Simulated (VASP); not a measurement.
# Ba (P6/mmm) in VASP: a series of runs, part 2 of 2

VASP 6.6.1. The steps go on from the part before.

## 3. Single point, PBEsol

This run uses another cell than the first one, of 65.69 Å³/atom, 1.120 times its volume.

Contents of INCAR:

```
PREC = Accurate
ENCUT = 520
EDIFF = 1E-7
ISMEAR = -1
SIGMA = 0.1
LREAL = False
LASPH = True
NELM = 100
ALGO = Normal
ISIF = 2
LWAVE = False
LCHARG = False
GGA = PS
NBANDS = 22
```

Contents of KPOINTS:

```
regular mesh
0
Gamma
  7 7 10
```

Contents of POSCAR:

```
Ba
1.0
    7.2577728962      0.0000000000      0.0000000000
   -3.6288864481      6.2854157030      0.0000000000
    0.0000000000      0.0000000000      4.3198900048
Ba
3
Direct
    0.0000000000      0.0000000000      1.0000000000
    0.3333333333      0.6666666667      0.5000000000
    0.6666666667      0.3333333333      0.5000000000
```

Potentials or basis: VASP PAW PBE potentials, release 64 (Ba_sv).

Started as:

```
> cat potpaw_PBE.64/Ba_sv/POTCAR > POTCAR
> mpirun -np 1 vasp_std > vasp.out
```

OUTCAR:

```text
PREC = Accurate
   ENCUT = 520
   EDIFF = 1E-7
   ISMEAR = -1
   LREAL = False
   LASPH = True
   NELM = 100
   ISIF = 2
   GGA = PS

 ion  position               nearest neighbor table
   1  0.000  0.000  0.000-   2 4.71   3 4.71   2 4.71   3 4.71   2 4.71   2 4.71   3 4.71   3 4.71
                             3 4.71   3 4.71   2 4.71   2 4.71
   2  0.333  0.667  0.500-   3 4.19   3 4.19   3 4.19   1 4.71   1 4.71   1 4.71   1 4.71   1 4.71
                             1 4.71
   3  0.667  0.333  0.500-   2 4.19   2 4.19   2 4.19   1 4.71   1 4.71   1 4.71   1 4.71   1 4.71
                             1 4.71

  LATTYP: Found a hexagonal cell.
 ALAT       =     7.2577728962
 C/A-ratio  =     0.5952087598

  Lattice vectors:

 A1 = (   7.2577728962,   0.0000000000,   0.0000000000)
 A2 = (  -3.6288864481,   6.2854157030,   0.0000000000)
 A3 = (   0.0000000000,   0.0000000000,   4.3198900048)

Analysis of symmetry for initial positions (statically):
=====================================================================
 Subroutine PRICEL returns:
 Original cell was already a primitive cell.

 Routine SETGRP: Setting up the symmetry group for a
 hexagonal supercell.

 Subroutine GETGRP returns: Found 24 space group operations
 (whereof 24 operations were pure point group operations)
 out of a pool of 24 trial point group operations.

The static configuration has the point symmetry D_6h.

Analysis of symmetry for dynamics (positions and initial velocities):
=====================================================================
 Subroutine PRICEL returns:
 Original cell was already a primitive cell.

 Routine SETGRP: Setting up the symmetry group for a
 hexagonal supercell.

 Subroutine GETGRP returns: Found 24 space group operations
 (whereof 24 operations were pure point group operations)
 out of a pool of 24 trial point group operations.
[... 119 lines left out ...]
   EFERMI_NEDOS =   21; number of points for ismear=-14 and -15
   IALGO  =     38    algorithm
   IMIX   =      4    mixing-type and parameters
     AMIX     =   0.40;   BMIX     =  1.00
     AMIX_MAG =   1.60;   BMIX_MAG =  1.00
  volume/ion in A,a.u.               =      65.69       443.29
  Fermi-wavevector in a.u.,A,eV,Ry     =   0.874135  1.651876 10.396377  0.764112
  Thomas-Fermi vector in A             =   1.993624
   LORBIT       =      0    0 simple, 1 ext, 2 COOP (PROOUT), +10 PAW based schemes
   GGA     = PS    functional components
   LHFCALC =     F    Hartree Fock is set to
   AEXX    =    0.0000 exact exchange contribution
   IVDW    =     0    specifies the selected vdW correction
   LEPSILON=     F    determine dielectric tensor
   LRPA    =     F    only Hartree local field effects (RPA)
 non-spin polarized calculation
  energy-cutoff  :      520.00
  volume of cell :      197.07
 maximum number of plane-waves:      5344
 NGX is ok and might be reduce to    54
   NGX = 27   NGY = 27   NGZ = 17

 number of electron      30.0000001 magnetization

 Free energy of the ion-electron system (eV)
  ---------------------------------------------------
  ext. energy  EPLUGINS =         0.00000000
  ---------------------------------------------------
  free energy    TOTEN  =        -6.32430356 eV

  energy without entropy =       -6.13881301  energy(sigma->0) =       -6.23155829

 E-fermi :   1.4237     XC(G=0):  -7.3676

 val. band max:        1.4147239827   @ k =   0.0000   0.0000   0.4000
 cond. band min:       1.4300545494   @ k =   0.1429  -0.0000   0.3000
 fundamental gap:      0.0153305667
 Fermi energy:         1.4237253814

 k-point     1 :       0.0000    0.0000    0.0000
  band No.  band energies     occupation
      1     -27.5569      2.00000
      2     -27.5106      2.00000
      3     -27.4522      2.00000
      4     -12.8574      2.00000
      5     -12.8574      2.00000
      6     -12.6916      2.00000
[... 589 lines left out ...]
     21       2.8002      0.00000
     22       3.1865      0.00000

 [... further k-points ...]

------------------------ aborting loop because EDIFF is reached ----------------------------------------

  FORCE on cell =-STRESS in cart. coord.  units (eV):
  Direction    XX          YY          ZZ          XY          YZ          ZX
  --------------------------------------------------------------------------------------
  -------------------------------------------------------------------------------------
  Total       -0.9905449     -0.9905449     -0.9608885      0.0000000     -0.0000000      0.0000000
  in kB       -8.0533151     -8.0533151     -7.8122031      0.0000000     -0.0000000      0.0000000
  external PRESSURE =      -7.9729444 kB  Pullay stress =       0.0000000 kB

 VOLUME and BASIS-vectors are now :
 -----------------------------------------------------------------------------
  energy-cutoff  :      520.00
  volume of cell :      197.07
      direct lattice vectors                 reciprocal lattice vectors
     7.257772896  0.000000000  0.000000000     0.137783314  0.079549233  0.000000000
    -3.628886448  6.285415703  0.000000000     0.000000000  0.159098467  0.000000000
     0.000000000  0.000000000  4.319890005     0.000000000  0.000000000  0.231487376

 POSITION                                       TOTAL-FORCE (eV/Angst)
 -----------------------------------------------------------------------------------
      0.00000      0.00000      0.00000         0.000000     -0.000000      0.000000
     -0.00000      4.19028      2.15995        -0.000000      0.000000     -0.000000
      3.62889      2.09514      2.15995         0.000000     -0.000000      0.000000
 -----------------------------------------------------------------------------------
    total drift:                               -0.000000      0.000000      0.000000

  FREE ENERGIE OF THE ION-ELECTRON SYSTEM (eV)
  ---------------------------------------------------
  free  energy   TOTEN  =        -6.3243035638 eV

  energy  without entropy=       -6.1388130077  energy(sigma->0) =       -6.23155829
```

OSZICAR:

```text
N       E                     dE             d eps       ncg     rms          rms(c)
DAV:   1     0.233752792685E+03    0.23375E+03   -0.11817E+04  2112   0.111E+03
DAV:   2     0.112099102922E+02   -0.22254E+03   -0.21768E+03  2954   0.216E+02
DAV:   3    -0.547827294116E+01   -0.16688E+02   -0.16447E+02  2966   0.641E+01
DAV:   4    -0.631395410937E+01   -0.83568E+00   -0.83151E+00  3308   0.120E+01
DAV:   5    -0.632594969463E+01   -0.11996E-01   -0.11987E-01  2702   0.146E+00    0.265E+00
DAV:   6    -0.632470055552E+01    0.12491E-02   -0.14787E-02  3194   0.833E-01    0.156E+00
DAV:   7    -0.632406482191E+01    0.63573E-03   -0.14159E-02  2570   0.104E+00    0.764E-02
DAV:   8    -0.632424906309E+01   -0.18424E-03   -0.93751E-04  3390   0.130E-01    0.526E-02
DAV:   9    -0.632429657088E+01   -0.47508E-04   -0.29403E-05  2676   0.304E-02    0.134E-02
DAV:  10    -0.632430357225E+01   -0.70014E-05   -0.70923E-06  2772   0.156E-02    0.664E-03
DAV:  11    -0.632430364178E+01   -0.69531E-07   -0.13660E-06  3242   0.774E-03    0.103E-03
DAV:  12    -0.632430356377E+01    0.78006E-07   -0.15858E-07  2078   0.205E-03
   1 F= -.63243036E+01 E0= -.62315583E+01  d E =-.185491E+00
```

stdout:

```text
POSCAR found type information on POSCAR Ba
 POSCAR found :  1 types and       3 ions
 scaLAPACK will be used
 -----------------------------------------------------------------------------
|                                                                             |
|                                                                             |
|     You enforced a specific xc type in the INCAR file but a different       |
|     I HOPE YOU KNOW WHAT YOU ARE DOING!                                     |
|                                                                             |
 -----------------------------------------------------------------------------

 LDA part: xc-table for (Slater+PW92), standard interpolation
 POSCAR, INCAR and KPOINTS ok, starting setup
 FFT: planning ... GRIDC
 FFT: planning ... GRID_SOFT
 FFT: planning ... GRID
 WAVECAR not read
 entering main loop
```

Wall time 92 s (1 thread of AMD EPYC 9R45 (Zen 5), shared host); peak memory 0.35 GiB.

Results:

* Free energy: -6.3243 eV
* Pressure: -0.8 GPa
* Band gap on the k mesh: none (metal or under the smearing width)

Caveat: the PAW data sets were made with another functional, which shifts forces and pressure a little.

## 4. Single point, PBEsol

This run uses another cell than the first one, of 56.30 Å³/atom, 0.960 times its volume.

Contents of INCAR:

```
PREC     = Accurate       # precision mode
ENCUT    = 520            # plane-wave cutoff, eV
EDIFF    = 1E-6           # SCF threshold, eV
ISMEAR   = -1             # smearing method
SIGMA    = 0.1            # smearing width, eV
LREAL    = F              # projectors in reciprocal space
LASPH    = T              # aspherical terms in the spheres
NELM     = 80             # most SCF steps
ALGO     = Normal         # electronic algorithm
ISIF     = 2              # what is computed and relaxed
LWAVE    = F              # write WAVECAR
LCHARG   = T              # write CHGCAR
GGA      = PS             # functional
LELF     = T              # ELF
LVHAR    = T            
NBANDS   = 22             # bands
```

Contents of KPOINTS:

```
Automatic mesh
0
Gamma
  7 7 10
```

Contents of POSCAR:

```
Ba
1.0
    6.8942619089      0.0000000000      0.0000000000
   -3.4471309544      5.9706059535      0.0000000000
    0.0000000000      0.0000000000      4.1035250809
Ba
3
Direct
    0.0000000000      0.0000000000      1.0000000000
    0.3333333333      0.6666666667      0.5000000000
    0.6666666667      0.3333333333      0.5000000000
```

Started as:

```
> cat potpaw_PBE.64/Ba_sv/POTCAR > POTCAR
> mpirun -np 1 vasp_std > vasp.out
```

It took 94 s on 1 thread of AMD EPYC 9R45 (Zen 5), shared host; peak memory 0.33 GiB.

The run converged. Its results:

| Quantity | Value |
| --- | --- |
| Free energy | -6.3655 eV |
| Pressure | 0.4 GPa |
| Band gap on the k mesh | none (metal or under the smearing width) |

Levels at points of the mesh, in eV from the Fermi level:
```tsv
k point	band 13	band 14	band 15	band 16	band 17	band 18
(0.00, 0.00, 0.00)	-2.82	-0.42	0.63	0.63	0.66	0.68
(0.00, 0.00, 0.50)	-0.54	-0.53	-0.53	-0.14	-0.14	0.06
```

Caveat: the PAW data sets were made with another functional, which shifts forces and pressure a little. Spin-orbit coupling is left out, which matters for the levels of Ba.

## 5. Overview

```tsv
cell	gap on the mesh (eV)	pressure (GPa)
P6/mmm, 58.65 Å³/atom	none	0.1
P6/mmm, 65.69 Å³/atom	none	-0.8
P6/mmm, 56.3 Å³/atom	none	0.4
```

Alike in all rows: task single point; level PBEsol; potentials or basis VASP PAW PBE potentials, release 64 (Ba_sv); no spin polarisation; k mesh 7 × 7 × 10; cutoff (eV) 520; smearing fermi-dirac 0.1 eV.

Every run on the cell as given and a fine mesh finds a metal.

Caveats: the PAW data sets were made with another functional, which shifts forces and pressure a little.

Absolute energies hang on the potentials; compare differences alone.
